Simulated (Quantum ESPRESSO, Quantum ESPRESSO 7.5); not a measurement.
# 2H-MoSe2, 3 layers, AA' stacking against a metal electrode, stepped through the charge of the slab

What law, if any, do the results for 2H-MoSe2, 3 layers, AA' stacking against a metal electrode follow against the charge of the slab?

Calculated with Quantum ESPRESSO 7.5; plane-wave DFT, PBE, GBRV ultrasoft pseudopotentials (geometry by pw.x at PBE-D3(BJ), GBRV ultrasoft).

## 1. Set-up

The cell holds 9 atoms: 6 Se and 3 Mo. Cell: a = 3.320 Å, b = 3.320 Å, c = 32.993 Å, α = 90.0°, β = 90.0°, γ = 120.0°. It derives from MoSe2. Vacuum lies along c.

Set-up: The slab is relaxed neutral under PBE-D3(BJ), then held. ESM with bc3: vacuum below and a metal electrode about 6 Å above the top atoms. Fermi-Dirac smearing of 0.004 Ry and a dense mesh. Charges are set per cell from the starting area.

Members 2, 3, 4.5, 6, 7 and 8 took the same steps and show in the table alone.

## 2. Variable-cell relaxation of the reference

What the set-up leaves free in this member is relaxed.

File ref.relax.in:

```
&control
  prefix = 'ref.relax'
  outdir = './out'
  pseudo_dir = './pseudo'
  nstep = 80
  forc_conv_thr = 0.0004
  calculation = 'vc-relax'
  etot_conv_thr = 1e-06
/
&system
  ibrav = 0
  nat = 9
  ntyp = 2
  ecutwfc = 50
  ecutrho = 250
  vdw_corr = 'grimme-d3'
  dftd3_version = 4
  occupations = 'smearing'
  smearing = 'fd'
  degauss = 0.004
/
&electrons
  conv_thr = 1e-09
  mixing_beta = 0.4
  electron_maxstep = 120
  mixing_mode = 'plain'
/
&ions
/
&cell
  cell_dofree = '2Dxy'
  press_conv_thr = 0.3
/
ATOMIC_SPECIES
  Se  78.9710  se_pbe_v1.uspp.F.UPF
  Mo  95.9500  mo_pbe_v1.uspp.F.UPF
CELL_PARAMETERS angstrom
  3.32000000000000 0.00000000000000 0.00000000000000
  -1.66000000000000 2.87520434056434 0.00000000000000
  0.00000000000000 0.00000000000000 32.99319102065095
ATOMIC_POSITIONS crystal
  Se  0.333333333300 0.666666666700 0.242474272797
  Mo  0.000000000000 0.000000000000 0.295986278825
  Se  0.333333333300 0.666666666700 0.349498284853
  Se  0.000000000000 0.000000000000 0.446487993972
  Mo  0.333333333300 0.666666666700 0.500000000000
  Se  0.000000000000 0.000000000000 0.553512006028
  Se  0.333333333300 0.666666666700 0.650501715147
  Mo  0.000000000000 0.000000000000 0.704013721175
  Se  0.333333333300 0.666666666700 0.757525727203
K_POINTS automatic
  12 12 1 0 0 0
```

The run is started by

```sh
OMP_NUM_THREADS=1 mpirun -n 4 pw.x -nk 4 -in ref.relax.in > ref.relax.out
```

What it wrote:

```text
Program PWSCF v.7.5 starts
[citation notice left out]

     Parallel version (MPI & OpenMP), running on       4 processor cores
     Number of MPI processes:                 4
     Threads/MPI process:                     1

     MPI processes distributed on     1 nodes
[...]
Current dimensions of program PWSCF are:
     Max number of different atomic species (ntypx) = 10
     Max number of k-points (npk) =  40000
     Max angular momentum in pseudopotentials (lmaxx) =  4
     Message from routine setup:
     using ibrav=0 with symmetry is DISCOURAGED, use correct ibrav instead

     K-points division:     npool     =       4
     Subspace diagonalization in iterative solution of the eigenvalue problem:
     a serial algorithm will be used

     G-vector sticks info
     --------------------
     sticks:   dense  smooth     PW     G-vecs:    dense   smooth      PW
     Sum         673     547    163               141853   101591   16743

     Using Slab Decomposition

     bravais-lattice index     =            0
     lattice parameter (alat)  =       6.2739  a.u.
     unit-cell volume          =    2125.3366 (a.u.)^3
     number of atoms/cell      =            9
     number of atomic types    =            2
     number of electrons       =        78.00
     number of Kohn-Sham states=           47
     kinetic-energy cutoff     =      50.0000  Ry
     charge density cutoff     =     250.0000  Ry
     scf convergence threshold =      1.0E-09
     mixing beta               =       0.4000
     number of iterations used =            8  plain     mixing
     energy convergence thresh.=      1.0E-06
     force convergence thresh. =      4.0E-04
     press convergence thresh. =      3.0E-01
     Exchange-correlation= SLA  PW   PBE  PBE
                           (   1   4   3   4   0   0   0)
     nstep                     =           80

     celldm(1)=   6.273891  celldm(2)=   0.000000  celldm(3)=   0.000000
     celldm(4)=   0.000000  celldm(5)=   0.000000  celldm(6)=   0.000000

     crystal axes: (cart. coord. in units of alat)
               a(1) = (   1.000000   0.000000   0.000000 )
               a(2) = (  -0.500000   0.866025   0.000000 )
               a(3) = (   0.000000   0.000000   9.937708 )

     reciprocal axes: (cart. coord. in units 2 pi/alat)
               b(1) = (  1.000000  0.577350 -0.000000 )
               b(2) = (  0.000000  1.154701  0.000000 )
               b(3) = (  0.000000 -0.000000  0.100627 )

     PseudoPot. # 1 for Se read from file:
     ./pseudo/se_pbe_v1.uspp.F.UPF
     Pseudo is Ultrasoft + core correction, Zval =  6.0
     Generated by new atomic code, or converted to UPF format
     Using radial grid of  877 points,  6 beta functions with:
                l(1) =   0
                l(2) =   0
                l(3) =   1
                l(4) =   1
                l(5) =   2
                l(6) =   2
     Q(r) pseudized with  8 coefficients,  rinner =    1.300   1.300   1.300
                                                       1.300   1.300

     PseudoPot. # 2 for Mo read from file:
     ./pseudo/mo_pbe_v1.uspp.F.UPF
     Pseudo is Ultrasoft + core correction, Zval = 14.0
     Generated by new atomic code, or converted to UPF format
     Using radial grid of  889 points,  6 beta functions with:
                l(1) =   0
                l(2) =   0
                l(3) =   1
                l(4) =   1
                l(5) =   2
                l(6) =   2
     Q(r) pseudized with  6 coefficients,  rinner =    1.000   1.000   1.000
                                                       1.000   1.000

     atomic species   valence    mass     pseudopotential
     Se                6.00    78.97100     Se( 1.00)
     Mo               14.00    95.95000     Mo( 1.00)

     12 Sym. Ops. (no inversion) found

   Cartesian axes

     site n.     atom                  positions (alat units)
         1        Se     tau(   1) = (  -0.0000000   0.5773503   2.4096386  )
         2        Mo     tau(   2) = (   0.0000000   0.0000000   2.9414253  )
         3        Se     tau(   3) = (  -0.0000000   0.5773503   3.4732119  )
         4        Se     tau(   4) = (   0.0000000   0.0000000   4.4370674  )
         5        Mo     tau(   5) = (  -0.0000000   0.5773503   4.9688541  )
         6        Se     tau(   6) = (   0.0000000   0.0000000   5.5006408  )
         7        Se     tau(   7) = (  -0.0000000   0.5773503   6.4644962  )
         8        Mo     tau(   8) = (   0.0000000   0.0000000   6.9962829  )
         9        Se     tau(   9) = (  -0.0000000   0.5773503   7.5280696  )

     --------------------------------------------
     DFT-D3 Dispersion Correction (3-body terms):
     --------------------------------------------
       Reference C6 values for interpolation:

         atom   Coordination number   C6
         Se         0.000           427.35
         Se         0.990           427.57
         Se         1.981           421.05
         Mo         0.000          1691.79
         Mo         1.942          1004.01
         Mo        11.056           674.22

       Values used:

         atom   Coordination number  R0_AB[au]  C6      C8
         Se         3.819            3.332    421.05  29958.36
         Mo         8.787            3.547    674.21  77634.20
         Se         3.927            3.332    421.05  29958.36
         Se         3.928            3.332    421.05  29958.36
         Mo         8.796            3.547    674.22  77634.20
         Se         3.928            3.332    421.05  29958.36
         Se         3.927            3.332    421.05  29958.36
         Mo         8.787            3.547    674.21  77634.20
         Se         3.819            3.332    421.05  29958.36

         Molecular C6 ( Ry / a.u.^6 ) =     40377.50

     number of k points=    19  Fermi-Dirac smearing, width (Ry)=  0.0040
                       cart. coord. in units 2pi/alat
        k(    1) = (   0.0000000   0.0000000   0.0000000), wk =   0.0138889
        k(    2) = (   0.0000000   0.0962250   0.0000000), wk =   0.0833333
        k(    3) = (   0.0000000   0.1924501   0.0000000), wk =   0.0833333
        k(    4) = (   0.0000000   0.2886751   0.0000000), wk =   0.0833333
        k(    5) = (   0.0000000   0.3849002   0.0000000), wk =   0.0833333
        k(    6) = (   0.0000000   0.4811252   0.0000000), wk =   0.0833333
        k(    7) = (   0.0000000  -0.5773503   0.0000000), wk =   0.0416667
        k(    8) = (   0.0833333   0.1443376   0.0000000), wk =   0.0833333
[...]
-0.00000000  -0.00000000  -0.00016317           -0.00       -0.00      -24.00

     Energy error            =      1.3E-02 Ry
     Gradient error          =      1.4E-02 Ry/Bohr
     Cell gradient error     =      4.2E+00 kbar

     number of scf cycles    =   3
     number of bfgs steps    =   2

     enthalpy           old  =    -680.3287404393 Ry
     enthalpy           new  =    -680.3418451964 Ry

     CASE: enthalpy          _new < enthalpy          _old

     new trust radius        =       0.0334846924 bohr
     new conv_thr            =       0.0000000004 Ry

     new unit-cell volume =   2056.54161 a.u.^3 (   304.74802 Ang^3 )
     density =      4.15029 g/cm^3

CELL_PARAMETERS (angstrom)
   3.265825481  -0.000000000   0.000000000
  -1.632912740   2.828287831   0.000000000
   0.000000000   0.000000000  32.993191021

ATOMIC_POSITIONS (crystal)
Se               0.3333333333        0.6666666667        0.2450355004
Mo              -0.0000000000       -0.0000000000        0.2960401074
Se               0.3333333333        0.6666666667        0.3470860499
Se              -0.0000000000       -0.0000000000        0.4489215450
Mo               0.3333333333        0.6666666667        0.5000000000
Se               0.0000000000        0.0000000000        0.5510784550
Se               0.3333333333        0.6666666667        0.6529139501
Mo               0.0000000000        0.0000000000        0.7039598926
Se               0.3333333333        0.6666666667        0.7549644996

[...]
NEW-OLD atomic charge density approx. for the potential
     New effective cutoffs (rho, wfc):  257.83   51.66

     negative rho (up, down):  2.541E-03 0.000E+00

     total cpu time spent up to now is      323.4 secs

     per-process dynamical memory:   215.4 Mb

[...]
!    total energy              =    -680.34316279 Ry
[...]
Total force =     0.003460     Total SCF correction =     0.000014
[...]
number of bfgs steps    =   3
[...]
new trust radius        =       0.0070239111 bohr
[...]
!    total energy              =    -680.34326180 Ry
[...]
Total force =     0.004053     Total SCF correction =     0.000017
[...]
number of bfgs steps    =   4
[...]
new trust radius        =       0.0077263022 bohr
[...]
!    total energy              =    -680.34575860 Ry
[...]
Total force =     0.003214     Total SCF correction =     0.000019
[...]
number of bfgs steps    =  21
[...]
new trust radius        =       0.0087747649 bohr
[...]
iteration # 12     ecut=    50.00 Ry     beta= 0.40
[...]
negative rho (up, down):  2.840E-03 0.000E+00

[...]
End of self-consistent calculation

          k = 0.0000 0.0000 0.0000 ( 12663 PWs)   bands (ev):

   -56.9927 -56.9892 -56.9892 -31.1513 -31.1477 -31.1477 -30.9623 -30.9623
   -30.9568 -30.9568 -30.9568 -30.9568 -10.5987 -10.4760 -10.3611  -9.6231
    -9.4356  -9.2918  -2.1289  -1.7186  -1.2697   1.1088   1.7007   1.7007
     1.7225   1.7225   1.7245   1.7245   1.8812   2.6879   2.6879   2.7183
     2.7183   2.7300   2.7300   2.7647   3.2858   3.9193   4.1551   6.6982
     6.6982   6.7303   6.7303   6.7641   6.7641   6.9051   6.9051

          k = 0.0000 0.0972 0.0000 ( 12595 PWs)   bands (ev):

   -56.9911 -56.9875 -56.9875 -31.1475 -31.1439 -31.1439 -30.9805 -30.9750
   -30.9750 -30.9664 -30.9610 -30.9610 -10.5016 -10.3799 -10.2656  -9.5650
    -9.3818  -9.2423  -2.0115  -1.6046  -1.1541   0.9755   1.4455   1.4720
     1.4770   1.6441   1.7958   1.8193   1.8230   2.1494   2.5262   2.5592
     2.5730   2.7331   2.7915   3.0821   3.3025   3.8640   4.0139   6.4786
     6.4793   6.4862   6.5631   6.6079   6.6518   6.7120   6.7703

          k = 0.0000 0.1944 0.0000 ( 12606 PWs)   bands (ev):

   -56.9866 -56.9830 -56.9830 -31.1372 -31.1336 -31.1336 -31.0299 -31.0244
   -31.0244 -30.9778 -30.9723 -30.9723 -10.2226 -10.1049  -9.9926  -9.3983
    -9.2279  -9.1014  -1.6946  -1.3033  -0.8535   0.6367   0.8053   0.8572
     0.8725   1.1489   1.4496   2.0569   2.0830   2.0995   2.1497   2.1850
     2.2002   2.5941   2.7444   3.0738   3.2371   3.5240   3.5630   5.8303
     5.9573   6.1097   6.1603   6.3663   6.4125   6.4731   6.4928

          k = 0.0000 0.2916 0.0000 ( 12666 PWs)   bands (ev):

   -56.9805 -56.9769 -56.9769 -31.1230 -31.1195 -31.1195 -31.0968 -31.0911
   -31.0911 -30.9933 -30.9878 -30.9878  -9.8012  -9.6923  -9.5858  -9.1474
    -8.9990  -8.8944  -1.3264  -0.9950  -0.6111   0.0360   0.0519   0.2359
     0.2616   0.5606   0.6692   1.7088   1.7521   1.7763   2.2251   2.4290
     2.4306   2.4738   2.4946   2.7317   2.9683   3.0475   3.0565   5.4652
     5.6938   5.9938   6.0107   6.1130   6.2072   6.2705   6.6118

          k = 0.0000 0.3888 0.0000 ( 12660 PWs)   bands (ev):

   -56.9744 -56.9708 -56.9708 -31.1629 -31.1571 -31.1571 -31.1088 -31.1053
   -31.1053 -31.0087 -31.0032 -31.0032  -9.3131  -9.2205  -9.1267  -8.8600
    -8.7438  -8.6689  -1.3506  -1.1688  -1.0112  -0.5413  -0.4945  -0.2253
    -0.1378   0.1051   0.2796   1.3430   1.3901   1.4173   1.8974   2.0891
     2.3310   2.7286   2.7861   2.8410   2.8568   2.8995   2.9011   5.5733
     5.7923   5.7980   5.8735   5.9413   6.0780   6.6286   7.0073

          k = 0.0000 0.4860 0.0000 ( 12676 PWs)   bands (ev):

   -56.9699 -56.9663 -56.9663 -31.2108 -31.2050 -31.2049 -31.0984 -31.0950
   -31.0950 -31.0199 -31.0144 -31.0144  -8.8867  -8.8180  -8.7468  -8.6141
    -8.5375  -8.4960  -1.8213  -1.6823  -1.5712  -0.9810  -0.8853  -0.7740
    -0.2606   0.0268   0.2529   1.1045   1.1539   1.1828   1.7637   1.9100
     2.0694   2.8600   2.9700   3.0204   3.0388   3.1206   3.1929   5.7564
     5.7963   5.8284   5.8897   6.0492   6.2334   6.9272   7.3094

[...]
the Fermi energy is     4.5999 ev

!    total energy              =    -680.34580901 Ry
     estimated scf accuracy    <          6.8E-12 Ry
     smearing contrib. (-TS)   =      -0.00000053 Ry
     internal energy E=F+TS    =    -680.34580849 Ry

     The total energy is F=E-TS. E is the sum of the following terms:
     one-electron contribution =   -4728.39668142 Ry
     hartree contribution      =    2379.68840977 Ry
     xc contribution           =    -236.57428316 Ry
     ewald contribution        =    1905.20486068 Ry
     DFT-D3 Dispersion         =      -0.26811436 Ry

     convergence has been achieved in  12 iterations

     negative rho (up, down):  2.840E-03 0.000E+00

     Forces acting on atoms (cartesian axes, Ry/au):

     atom    1 type  1   force =     0.00000000    0.00000000   -0.00073186
     atom    2 type  2   force =     0.00000000    0.00000000    0.00015448
     atom    3 type  1   force =     0.00000000    0.00000000    0.00054305
     atom    4 type  1   force =     0.00000000    0.00000000   -0.00143443
     atom    5 type  2   force =     0.00000000    0.00000000    0.00000000
     atom    6 type  1   force =     0.00000000    0.00000000    0.00143443
     atom    7 type  1   force =    -0.00000000    0.00000000   -0.00054305
     atom    8 type  2   force =     0.00000000    0.00000000   -0.00015448
     atom    9 type  1   force =    -0.00000000   -0.00000000    0.00073186

     Total force =     0.002413     Total SCF correction =     0.000010

     Computing stress (Cartesian axis) and pressure

     negative rho (up, down):  2.840E-03 0.000E+00
          total   stress  (Ry/bohr**3)                   (kbar)     P=       -0.77
  -0.00001056  -0.00000000   0.00000000           -1.55       -0.00        0.00
  -0.00000000  -0.00001056  -0.00000000           -0.00       -1.55       -0.00
  -0.00000000  -0.00000000   0.00000545           -0.00       -0.00        0.80

     Energy error            =      5.0E-05 Ry
```

Run time: 41 min. Hardware: 4 MPI ranks of Arm Neoverse V2, shared host; peak memory 1.4 GiB.

Relaxation path (22 of 27):

| step | energy less that of the first step (eV) | largest force (eV/Å) | volume (Å³) |
| --- | --- | --- | --- |
| 1 | 0.0000 | 1.4882 | 314.94 |
| 2 | -0.3018 | 0.9988 | 310.71 |
| 3 | -0.4801 | 0.3623 | 306.24 |
| 5 | -0.4994 | 0.0609 | 305.22 |
| 6 | -0.5007 | 0.0561 | 305.74 |
| 7 | -0.5021 | 0.0422 | 306.52 |
| 8 | -0.5027 | 0.0350 | 307.38 |
| 10 | -0.5031 | 0.0382 | 307.56 |
| 11 | -0.5034 | 0.0395 | 307.63 |
| 12 | -0.5039 | 0.0407 | 307.72 |
| 13 | -0.5047 | 0.0421 | 307.82 |
| 15 | -0.5076 | 0.0452 | 308.11 |
| 16 | -0.5101 | 0.0470 | 308.31 |
| 17 | -0.5138 | 0.0483 | 308.56 |
| 18 | -0.5188 | 0.0502 | 308.86 |
| 20 | -0.5313 | 0.0629 | 309.59 |
| 21 | -0.5325 | 0.0561 | 309.46 |
| 22 | -0.5333 | 0.0485 | 309.07 |
| 23 | -0.5340 | 0.0369 | 308.67 |
| 25 | -0.5347 | 0.0022 | 307.71 |
| 26 | -0.5347 | 0.0013 | 307.71 |
| 27 | -0.5335 | 0.0023 | 307.71 |

| cell as run | before | after | change |
| --- | --- | --- | --- |
| a (Å) | 3.320 | 3.282 | -1.2 % |
| b (Å) | 3.320 | 3.282 | -1.2 % |

The atoms that moved most (Å, along periodic axes as changes of fractional coordinates times the final cell, across vacuum about the mean position):

| atom | dx | dy | dz | length |
| --- | --- | --- | --- | --- |
| Se9 | 0.000 | 0.000 | -0.390 | 0.390 |
| Se1 | 0.000 | 0.000 | 0.390 | 0.390 |
| Mo8 | 0.000 | 0.000 | -0.298 | 0.298 |
| Mo2 | 0.000 | 0.000 | 0.298 | 0.298 |
| Se7 | 0.000 | 0.000 | -0.207 | 0.207 |
| Se3 | 0.000 | 0.000 | 0.207 | 0.207 |
| Se6 | 0.000 | 0.000 | -0.092 | 0.092 |
| Se4 | 0.000 | 0.000 | 0.092 | 0.092 |

 The last row is no step: it is a fresh SCF in the final cell with a new plane-wave basis, +1 meV from the row before.

This step gave:

```
free energy  : -9256.5757 eV
Fermi energy : 4.619 eV
```

(Part 1 of 3 ends here.)

[Logs are printed without paths, hosts, clocks, repeated set-up lines and the standing remarks that a program may print on its own settings, such as how far it seeks lower states.]

[Hosts, paths, dates, database ids (printed as entryN), source tags and the programs' standing remarks are cut or masked in the printed files.]

[Maps of the electrostatic potential energy from Ansatz leave out the sawtooth potential of an applied field or a dipole correction, so their vacuum need not be flat; planar profiles and work functions include it.]
